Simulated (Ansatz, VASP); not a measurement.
PbSe: VASP beside Ansatz

INCAR

```
ALGO = Normal
EDIFF = 1E-6
ENCUT = 520
GGA = PE
ISIF = 2
ISMEAR = -1
LASPH = True
LCHARG = False
LREAL = False
LWAVE = False
NBANDS = 17
NELM = 100
PREC = Accurate
SIGMA = 0.02
```

File KPOINTS:

```
k-points
0
Gamma
  8 8 8
```

File POSCAR:

```
PbSe
1.0
   -0.0829831329      3.0057190851      3.0057190851
    3.0057190851     -0.0829831329      3.0057190851
    3.0057190851      3.0057190851     -0.0829831329
Pb Se
1 1
Direct
    0.0000000000      0.0000000000      0.0000000000
    0.5000000000      0.5000000000      0.5000000000
```

Input for Ansatz:

```yaml
crystal:
  lattice:
    - [-0.0829831329, 3.0057190851, 3.0057190851]
    - [3.0057190851, -0.0829831329, 3.0057190851]
    - [3.0057190851, 3.0057190851, -0.0829831329]
  atoms:
    - { symbol: Pb, position: [0.0, 0.0, 0.0] }
    - { symbol: Se, position: [0.5, 0.5, 0.5] }
kpoints:
  mp_grid: { grid: [8, 8, 8] }
  band_path:
    path:
      - [0.0, 0.0, 0.0]
      - [0.5, 0.0, 0.5]
      - [0.625, 0.25, 0.625]
      - [0.375, 0.375, 0.75]
      - [0.5, 0.5, 0.5]
      - [0.5, 0.25, 0.75]
      - [0.0, 0.0, 0.5]
    npoints: 1
hamiltonian:
  xc: pbe
scf:
  occupations: { method: fermi_dirac, width: 0.02 }
  n_extra_bands: 4
output:
  forces: true
  stress: true
  eigenvalues: true
```

Change from the starting cell: shear_111 strain -4.0%.

Alike in both runs: task single point; functional PBE; k mesh 8 × 8 × 8; occupations fermi-dirac, width 0.02 eV; no spin polarisation.

```csv
,VASP,Ansatz
version,VASP 6.6.1,Ansatz 0.2.0
potentials or method,"VASP PAW PBE potentials, release 64 (Pb_d, Se)","plane waves, PAW"
plane-wave cutoff (eV),520,420
valence electrons in the cell,20,30
```

|  | VASP | Ansatz | Ansatz less VASP |
| --- | --- | --- | --- |
| pressure (GPa) | 3.1 | 3.2 | +0.02 |
| largest component of the traceless stress (GPa) | 0.40 | 0.40 | -0.002 |

The two sets of potentials don't hold the same shells in valence.

The runs have no spin-orbit coupling, so splittings on Pb are missing.
